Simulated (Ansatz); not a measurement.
# Al3Ru2: convergence and cost

The task, for Al3Ru2: test the plane-wave cutoff.

Method: DFT PBEsol, scalar-relativistic, plane waves, PAW, in Ansatz 0.2.0.

1 further run of the same task is left out (set aside as unsound or not needed). Runs told in other sessions of the task aren't counted.

### 1 The system as given

It takes space group I4/mmm (No. 139, tetragonal). The conventional cell has a = 3.078 Å, b = 3.078 Å, c = 14.286 Å, α = 90.00°, β = 90.00°, γ = 90.00°. Al (site symmetry 4/mmm) is surrounded by 8 Ru at 2.65 Å and 2 Al at 2.77 Å. Around Al (site symmetry 4mm) lie 5 Ru at 2.51 to 2.86 Å and 5 Al at 2.70 to 2.77 Å. Around Ru (site symmetry 4mm) lie 9 Al at 2.51 to 2.86 Å.

Coordinates:

```xyz
5
Lattice="-1.5389 1.5389 7.1431 1.5389 -1.5389 7.1431 1.5389 1.5389 -7.1431" Properties=species:S:1:pos:R:3 pbc="T T T"
Al    0.0000    0.0000    0.0000
Al    0.0000    0.0000   11.5173
Al    0.0000    0.0000    2.7689
Ru    0.0000    0.0000    8.6556
Ru    0.0000    0.0000    5.6306
```

Source of the structure: the Materials Project (structure only). It is taken as it stands there.

### 2 The base run, which the others are set against

input.yaml reads:

```yaml
crystal:
  lattice:
    - [-1.538900875, 1.538900875, 7.14310203]
    - [1.538900875, -1.538900875, 7.14310203]
    - [1.538900875, 1.538900875, -7.14310203]
  atoms:
    - { symbol: Al, position: [0.0, 0.0, 0.0] }
    - { symbol: Al, position: [0.80618462, 0.80618462, 0.0] }
    - { symbol: Al, position: [0.19381538, 0.19381538, 0.0] }
    - { symbol: Ru, position: [0.60586857, 0.60586857, 0.0] }
    - { symbol: Ru, position: [0.39413143, 0.39413143, 0.0] }
basis:
  ecutwfc: 420
kpoints:
  mp_grid: { grid: [16, 16, 16] }
hamiltonian:
  xc: pbesol
scf:
  occupations: { method: gaussian, width: 0.1 }
output:
  forces: true
  stress: true
  eigenvalues: true
  populations: true
```

Its results, from an earlier run: -2642.0028 eV/atom at zero smearing, pressure -1.03 GPa, largest force 0.032 eV/Å, no gap on the mesh, in 6 SCF cycles and 57 s.

### 3 Plane-wave cutoff: 150 eV

input.yaml reads:

```yaml
crystal:
  lattice:
    - [-1.538900875, 1.538900875, 7.14310203]
    - [1.538900875, -1.538900875, 7.14310203]
    - [1.538900875, 1.538900875, -7.14310203]
  atoms:
    - { symbol: Al, position: [0.0, 0.0, 0.0] }
    - { symbol: Al, position: [0.80618462, 0.80618462, 0.0] }
    - { symbol: Al, position: [0.19381538, 0.19381538, 0.0] }
    - { symbol: Ru, position: [0.60586857, 0.60586857, 0.0] }
    - { symbol: Ru, position: [0.39413143, 0.39413143, 0.0] }
basis:
  ecutwfc: 150
kpoints:
  mp_grid: { grid: [16, 16, 16] }
hamiltonian:
  xc: pbesol
scf:
  occupations: { method: gaussian, width: 0.1 }
output:
  forces: true
  stress: true
  eigenvalues: true
```

Command:

```console
ansatz run input.yaml --threads 1 --pin off --max-ram 2560MiB --backend cpu --events-out ev --progress --plain --runs-dir out
```

### 4 Plane-wave cutoff set to 200 eV

input.yaml, as its differences from that of step 3:

```diff
@@ -12,3 +12,3 @@
 basis:
-  ecutwfc: 150
+  ecutwfc: 200
 kpoints:
```

### 5 Plane-wave cutoff set to 250 eV

input.yaml, as its differences from that of step 4:

```diff
@@ -12,3 +12,3 @@
 basis:
-  ecutwfc: 200
+  ecutwfc: 250
 kpoints:
```

### 6 Plane-wave cutoff: 300 eV

input.yaml, as its differences from that of step 5:

```diff
@@ -12,3 +12,3 @@
 basis:
-  ecutwfc: 250
+  ecutwfc: 300
 kpoints:
```

### 7 Plane-wave cutoff: 350 eV

input.yaml, as its differences from that of step 6:

```diff
@@ -12,3 +12,3 @@
 basis:
-  ecutwfc: 300
+  ecutwfc: 350
 kpoints:
```

### 8 Plane-wave cutoff: 380 eV

input.yaml, as its differences from that of step 7:

```diff
@@ -12,3 +12,3 @@
 basis:
-  ecutwfc: 350
+  ecutwfc: 380
 kpoints:
```

### 9 Plane-wave cutoff set to 460 eV

input.yaml, as its differences from that of step 8:

```diff
@@ -12,3 +12,3 @@
 basis:
-  ecutwfc: 380
+  ecutwfc: 460
 kpoints:
```

### 10 Plane-wave cutoff: 520 eV

input.yaml, as its differences from that of step 9:

```diff
@@ -12,3 +12,3 @@
 basis:
-  ecutwfc: 460
+  ecutwfc: 520
 kpoints:
```

### 11 Plane-wave cutoff: 600 eV

input.yaml, as its differences from that of step 10:

```diff
@@ -12,3 +12,3 @@
 basis:
-  ecutwfc: 520
+  ecutwfc: 600
 kpoints:
```

### 12 Plane-wave cutoff: 700 eV

input.yaml, as its differences from that of step 11:

```diff
@@ -12,3 +12,3 @@
 basis:
-  ecutwfc: 600
+  ecutwfc: 700
 kpoints:
```

### 13 Plane-wave cutoff: 850 eV

input.yaml, as its differences from that of step 12:

```diff
@@ -12,3 +12,3 @@
 basis:
-  ecutwfc: 700
+  ecutwfc: 850
 kpoints:
```

(Steps that only read results are left out.)

What results come out of these runs, taken together?

The runs gave:

```
                                                  quantity                        value
plane-wave cutoff: within 10 and 1 meV/atom of 850 eV from  350 eV for 10; 460 eV for 1
```

**Reading.** In the sweep of the plane-wave cutoff, 460 eV already comes within 1 meV/atom of the reference, and so do all later runs, at about 0.37 of the reference's time. The reference is only the best run made, not a proven limit. Much of this error cancels in differences between similar cells. The pressure is off by up to 2.8 GPa. Forces stay within 0.01 eV/Å of the reference from 350 eV on. The settings are coarse, so take the values as rough.
